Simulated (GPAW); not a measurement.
# SrO (Fm-3m) in GPAW: settings compared, part 2 of 2

GPAW 26.7.0. The steps go on from the part before.

### Step 4. Band structure, AM05, spin-orbit coupling, no magnetisation

run.py

```python
import numpy as np
from ase import Atoms
from ase.dft.bandgap import bandgap
from ase.io import write
from ase.units import GPa
from gpaw import GPAW, PW, setup_paths
from gpaw.spinorbit import soc_eigenstates

setup_paths.insert(0, '.')

atoms = Atoms(['Sr', 'O'],
              cell=[[0.0, 2.5663, 2.5663],
                    [2.5663, 0.0, 2.5663],
                    [2.5663, 2.5663, 0.0]],
              scaled_positions=[[0.5, 0.5, 0.5],
                                [0.0, 0.0, 0.0]],
              pbc=True)

calc = GPAW(mode=PW(800),
            xc='AM05',
            kpts={'size': (7, 7, 7), 'gamma': True},
            occupations={'name': 'fermi-dirac', 'width': 0.05},
            nbands=16,
            convergence={'density': 1e-05, 'energy': 1e-05},
            maxiter=150,
            txt='gpaw.txt')
atoms.calc = calc
energy = atoms.get_potential_energy()
forces = atoms.get_forces()
stress = atoms.get_stress()
calc.write('gs.gpw')
write('result.traj', atoms)
print(f'Energy: {energy:.6f} eV')
print('Forces (eV/A):')
print(forces.round(4))
print('Stress (GPa):', (stress / GPa).round(3))
print('Fermi level:', round(calc.get_fermi_level(), 4), 'eV')
print(f'Gap: {bandgap(calc)[0]:.4f} eV, direct: {bandgap(calc, direct=True)[0]:.4f} eV')

path = atoms.cell.bandpath('GXWKGLUWLK,UX', npoints=100, eps=1e-4)
bs_calc = calc.fixed_density(kpts=path, symmetry='off', nbands=26,
                             convergence={'bands': 'CBM+6.0', 'eigenstates': 1e-6}, txt='bands.txt')
bs = bs_calc.band_structure()
bs.write('bs.json')
print(f'Gap on the path: {bandgap(bs_calc)[0]:.4f} eV')

soc = soc_eigenstates(bs_calc, theta=0, phi=0)
np.savetxt('soc_bands.dat', soc.eigenvalues(), fmt='%.4f')
mesh = soc_eigenstates('gs.gpw', theta=0, phi=0)
np.savetxt('soc_mesh.dat', mesh.eigenvalues(), fmt='%.4f')
print('Fermi level with spin-orbit coupling:', round(mesh.fermi_level, 4), 'eV')
```

Potentials or basis: PAW data sets generated in the run's folder for this functional, pw.

On the command line:

```sh
$ gpaw-setup -f AM05 O Sr
$ OMP_NUM_THREADS=1 python run.py
```

gpaw.txt:

```text
__  _  _
 | _ |_)|_||  |
 |__||  | ||/\| - 26.7.0

Input parameters:
  mode=PW(ecut=800.0),
  convergence={'density': 1e-05, 'energy': 1e-05},
  kpts=MonkhorstPack(size=(7, 7, 7), gamma=True),
  maxiter=150,
  nbands=16,
  occupations=Occupations(name='fermi-dirac', width=0.05),
  xc=XC(name='AM05')

Diagonalizing LCAO Hamiltonian
Converting LCAO to pw mode

               Sr

       O

Atoms  # Å, Bohr magnetons
|   | symbol |        x |        y |        z |    initial magnetic moments |
|---|--------|----------|----------|----------|-----------------------------|
| 0 |     Sr | 2.566300 | 2.566300 | 2.566300 | ( 0.0000,  0.0000,  0.0000) |
| 1 |      O | 0.000000 | 0.000000 | 0.000000 | ( 0.0000,  0.0000,  0.0000) |

Unit cell  # Å
| periodic |        x |        y |        z |  lengths |    angles |
|----------|----------|----------|----------|----------|-----------|
|      yes | 0.000000 | 2.566300 | 2.566300 | 3.629296 | 60.000000 |
|      yes | 2.566300 | 0.000000 | 2.566300 | 3.629296 | 60.000000 |
|      yes | 2.566300 | 2.566300 | 0.000000 | 3.629296 | 60.000000 |

Number of symmetries: 48
Symmetry operations  # r_c * U_cc + t_c -> r_c
|    | kind |            matrix            |
|----|------|------------------------------|
|  0 |  σ   |  1, 0, 0,  1, 0,-1,  1,-1, 0 |
|  1 |  C2  |  1, 0, 0,  1,-1, 0,  1, 0,-1 |
|  2 |  E   |  1, 0, 0,  0, 1, 0,  0, 0, 1 |
|  3 |  σ   |  1, 0, 0,  0, 0, 1,  0, 1, 0 |
|  4 |  C4  |  1, 0,-1,  1, 0, 0,  1,-1, 0 |
|  5 |  S6  |  1, 0,-1,  1,-1, 0,  1, 0, 0 |
|  6 |  σ   |  1, 0,-1,  0, 1,-1,  0, 0,-1 |
|  7 |  C3  |  1, 0,-1,  0, 0,-1,  0, 1,-1 |
|  8 |  S6  |  1,-1, 0,  1, 0, 0,  1, 0,-1 |
|  9 |  C4  |  1,-1, 0,  1, 0,-1,  1, 0, 0 |
| 10 |  C3  |  1,-1, 0,  0,-1, 1,  0,-1, 0 |
| 11 |  σ   |  1,-1, 0,  0,-1, 0,  0,-1, 1 |
| 12 |  σ   |  0, 1, 0,  1, 0, 0,  0, 0, 1 |
| 13 |  C4  |  0, 1, 0,  0, 1,-1, -1, 1, 0 |
| 14 |  C3  |  0, 1, 0,  0, 0, 1,  1, 0, 0 |
| 15 |  S6  |  0, 1, 0, -1, 1, 0,  0, 1,-1 |
| 16 |  C2  |  0, 1,-1,  1, 0,-1,  0, 0,-1 |
| 17 |  σ   |  0, 1,-1,  0, 1, 0, -1, 1, 0 |
| 18 |  S4  |  0, 1,-1,  0, 0,-1,  1, 0,-1 |
| 19 |  C4  |  0, 1,-1, -1, 1, 0,  0, 1, 0 |
| 20 |  C3  |  0, 0, 1,  1, 0, 0,  0, 1, 0 |
| 21 |  σ   |  0, 0, 1,  0, 1, 0,  1, 0, 0 |
| 22 |  S6  |  0, 0, 1,  0,-1, 1, -1, 0, 1 |
| 23 |  C4  |  0, 0, 1, -1, 0, 1,  0,-1, 1 |
| 24 |  S4  |  0, 0,-1,  1, 0,-1,  0, 1,-1 |
| 25 |  C3  |  0, 0,-1,  0, 1,-1,  1, 0,-1 |
| 26 |  C2  |  0, 0,-1,  0,-1, 0, -1, 0, 0 |
| 27 |  S6  |  0, 0,-1, -1, 0, 0,  0,-1, 0 |
| 28 |  S4  |  0,-1, 1,  1,-1, 0,  0,-1, 0 |
| 29 |  C4  |  0,-1, 1,  0, 0, 1, -1, 0, 1 |
| 30 |  C2  |  0,-1, 1,  0,-1, 0,  1,-1, 0 |
| 31 |  σ   |  0,-1, 1, -1, 0, 1,  0, 0, 1 |
| 32 |  C3  |  0,-1, 0,  1,-1, 0,  0,-1, 1 |
| 33 |  S6  |  0,-1, 0,  0, 0,-1, -1, 0, 0 |
| 34 |  S4  |  0,-1, 0,  0,-1, 1,  1,-1, 0 |
[... 111 lines left out ...]
eigensolver:
  PPCG
  Converge bands: occupied
  niter=2

density mixing:
  MSR1-Mixer
  Pratt-step length: 0.05
  Maximum mixing coefficient: 0.75
  Old densities: 10
  SVD Regularization: 0.005
  Good broyden scale: 1.0
  Trust region scale: 1.0
  Backstep threshold: 4.0
  History deletion threshold: 6.0
  Fourier metric: weight=20.0, sigma=0.015

occupation numbers:
  Fermi-Dirac:
    width: 0.0500  # eV

poisson solver:
  ecut: 6400.0  # eV

xc functional:
  name: AM05 with 2 nearest neighbor stencil

convergence criteria:
- Maximum integral of absolute [dens]ity change: 1e-05 electrons / valence electron
- Maximum [total energy] change in last 3 cyles: 1e-05 eV / valence electron
- Maximum integral of absolute [eigenst]ate change: 4e-08 eV^2 / valence electron
maximum number of iterations: 150

SCF iterations
|iter     | |      energy | eigst |  dens |
|---------|-|-------------|-------|-------|
|iter:   1| |  -13.879600 | +0.48 |       |
|iter:   2| |  -13.418547 | -1.93 | -0.93 |
|iter:   3| |  -12.431015 | -1.24 | -0.99 |
|iter:   4| |  -12.428807 | -2.83 | -1.45 |
|iter:   5| |  -12.441002 | -3.17 | -1.66 |
|iter:   6| |  -12.441011 | -4.84 | -2.65 |
|iter:   7| |  -12.441105c| -5.35 | -3.05 |
|iter:   8| |  -12.441115c| -6.39 | -3.56 |
|iter:   9| |  -12.441115c| -8.22c| -4.58 |
|iter:  10| |  -12.441115c| -7.53c| -4.94 |
|iter:  11| |  -12.441115c| -8.64c| -5.97c|

Converged in 11 steps
Energy contributions relative to reference atoms: (reference = -88431.649507)

Energy contributions:
  Kinetic:          15.584631
  Coulomb:         -12.915257
  Zero:             -0.127519
  External:          0.000000
  Xc:              -14.982969
  Entropy:          -0.000000
  Spinorbit:         0.000000
  ----------------------------
  Free energy:     -12.441115
  Extrapolated:    -12.441115

dipole moment: (-14.410321, -14.410321, -14.410321)  # |e|*Ang

Fermi level: 6.078
Eigenvalues  # (at kpt = [0.000, 0.000, 0.000])
| band index |      eig [eV] | occ [0-2] |
|------------|---------------|-----------|
|          0 |       -27.089 |     2.000 |
|          1 |        -9.814 |     2.000 |
|          2 |        -8.776 |     2.000 |
|          3 |        -8.776 |     2.000 |
|          4 |        -8.776 |     2.000 |
|          5 |         5.073 |     2.000 |
[... 8 lines left out ...]
|         14 |        17.491 |     0.000 |
|         15 |        28.347 |     0.000 |

Gap: 3.413 eV
Transition (v -> c):
  (s=0, k=0, n=7, [0.00, 0.00, 0.00]) -> (s=0, k=16, n=8, [0.43, 0.43, 0.00])
Direct/indirect transitions are different
Direct gap: 3.499 eV
Transition at: (s=0, k=16, n=7, [0.43, 0.43, 0.00])

Forces  # eV/Ang
|        x |       y |       z |
|----------|---------|---------|
| -0.00000 | 0.00000 | 0.00000 |  # Sr   0
| -0.00000 | 0.00000 | 0.00000 |  # O    1

Stress tensor  # eV/Ang^3
|         x |         y |         z |
|-----------|-----------|-----------|
| -0.005522 | -0.000000 | -0.000000 |
| -0.000000 | -0.005522 | -0.000000 |
| -0.000000 | -0.000000 | -0.005522 |

# Writing to gs.gpw (mode='')
```

bands.txt:

```text
Diagonalizing LCAO Hamiltonian
Converting LCAO to pw mode
convergence criteria:
- Maximum integral of absolute [eigenst]ate change: 1e-06 eV^2 / valence electron
maximum number of iterations: 150

SCF iterations
|iter     | |      energy | eigst |  dens |
[... 105 lines left out ...]
         [0.4       , 0.4       , 0.7       ],
         [0.3875    , 0.3875    , 0.725     ],
         [0.375     , 0.375     , 0.75      ],
         [0.625     , 0.25      , 0.625     ],
         [0.60416667, 0.20833333, 0.60416667],
         [0.58333333, 0.16666667, 0.58333333],
         [0.5625    , 0.125     , 0.5625    ],
         [0.54166667, 0.08333333, 0.54166667],
         [0.52083333, 0.04166667, 0.52083333],
         [0.5       , 0.        , 0.5       ]])),
  maxiter=150,
  nbands=26,
  occupations=Occupations(name='fermi-dirac', width=0.05),
  symmetry=Symmetry(point_group=False, time_reversal=False),
  xc=XC(name='AM05')
```

Wall time 42 s (1 thread of Arm Neoverse V2, shared host); peak memory 0.3 GiB.

What came out:

| Item | Value |
| --- | --- |
| Free energy | -12.4411 eV |
| Pressure | 0.9 GPa |
| Band gap on the k mesh | 3.39 eV, indirect (least direct gap 3.46 eV) |
| Band gap along the path | 3.30 eV, indirect (least direct gap 3.35 eV) |

Levels at the corners of the path, in eV from the valence-band top:
```tsv
point	band 14	band 15	band 16	band 17	band 18	band 19
Γ	0.00	0.00	0.00	4.00	4.00	6.24
X	-0.13	-0.05	-0.05	3.30	3.30	7.89
W	-0.47	-0.38	-0.38	6.03	6.03	6.03
K	-0.58	-0.46	-0.46	4.80	4.80	7.92
Γ	0.00	0.00	0.00	4.00	4.00	6.24
L	-1.13	-1.12	-1.12	6.60	6.60	8.37
U	-0.58	-0.46	-0.46	4.80	4.80	7.92
W	-0.47	-0.38	-0.38	6.03	6.03	6.03
L	-1.13	-1.12	-1.12	6.60	6.60	8.37
K	-0.58	-0.46	-0.46	4.80	4.80	7.92
U	-0.58	-0.46	-0.46	4.80	4.80	7.92
X	-0.13	-0.05	-0.05	3.30	3.30	7.89
```

Caveat: spin-orbit coupling was added after a scalar SCF, so levels and gaps hold it while energy, forces, pressure and moments don't; this program's spin-orbit splittings come out too wide for heavy elements; the mesh misses the band edges, which the band path finds closer together.

### Step 5. Overview

| task | level | potentials or basis | spin | band path | band points | spin axis theta (degrees) | spin axis phi (degrees) | soc after scf | gap on the mesh (eV) |
| --- | --- | --- | --- | --- | --- | --- | --- | --- | --- |
| single point | TB-mBJ | GPAW PAW data sets for LDA (gpaw-data 1.2.1), pw | off | - | - | - | - | - | 5.04 |
| equation of state | PBE | GPAW PAW data sets (gpaw-data 1.2.1), pw | off | - | - | - | - | - | - |
| band structure | AM05 | PAW data sets generated in the run's folder for this functional, pw | SOC, no magnetisation | GXWKGLUWLK,UX | 100 | 0 | 0 | second variation | 3.39 |

Alike in all rows: cell as given; k mesh 7 × 7 × 7; cutoff (eV) 800; smearing fermi-dirac 0.05 eV.

Caveats: a model potential gives levels but no total energy (some runs); the PAW data sets were made with another functional, which shifts forces and pressure a little (some runs); an odd mesh through Γ misses points on the zone boundary, where band edges often lie (some runs); spin-orbit coupling was added after a scalar SCF, so levels and gaps hold it while energy, forces, pressure and moments don't (some runs); this program's spin-orbit splittings come out too wide for heavy elements (some runs); the mesh misses the band edges, which the band path finds closer together (some runs).

Absolute energies hang on the potentials; compare differences alone.
